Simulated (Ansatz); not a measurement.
## Tetragonal deformation path in Ge

The calculation used DFT PBEsol, scalar-relativistic, plane waves, PAW (Ansatz 0.2.0). Settings: plane waves to 420 eV, k-mesh 26×26×26 (Γ-centred), Gaussian smearing 0.15 eV. No spin polarisation. Energies are free energies at this smearing, counted from the undisturbed cell; pressure is positive in compression.

The undisturbed cell (relaxed at this level; this form isn't the usual structure):

```
Ge
1.0
    -2.56301    2.56301    1.39666
     2.56301   -2.56301    1.39666
     2.56301    2.56301   -1.39666
Ge
2
Direct
  0.25000 0.75000 0.50000
  0.50000 0.50000 0.00000
```

At fixed volume and fractional coordinates, lengths along (0.000, 0.000, 1.000) are scaled against those across it; ρ is that ratio over its starting value. The cell is metallic on the mesh throughout.

| ρ | ΔE (meV/atom) | pressure (GPa) |
| --- | --- | --- |
| 0.800 | 226.6 | 6.5 |
| 0.850 | 112.1 | 3.1 |
| 0.920 | 27.9 | 0.6 |
| 0.960 | 6.8 | 0.1 |
| 1.000 | 0.0 | 0.0 |
| 1.050 | ? | ? |
| 1.100 | 18.7 | 0.9 |
| 1.200 | ? | ? |
| 1.300 | 122.1 | 5.5 |

(1) Give the withheld values.

Results:

(1) ΔE (meV/atom) at ρ = 1.050: 4.0; pressure (GPa) at ρ = 1.050: 0.3; ΔE (meV/atom) at ρ = 1.200: 65.6; pressure (GPa) at ρ = 1.200: 3.0.

Cost: 9 runs of about 3.4 core-minutes in all, on Intel Xeon 6975P-C (Granite Rapids) (shared hosts).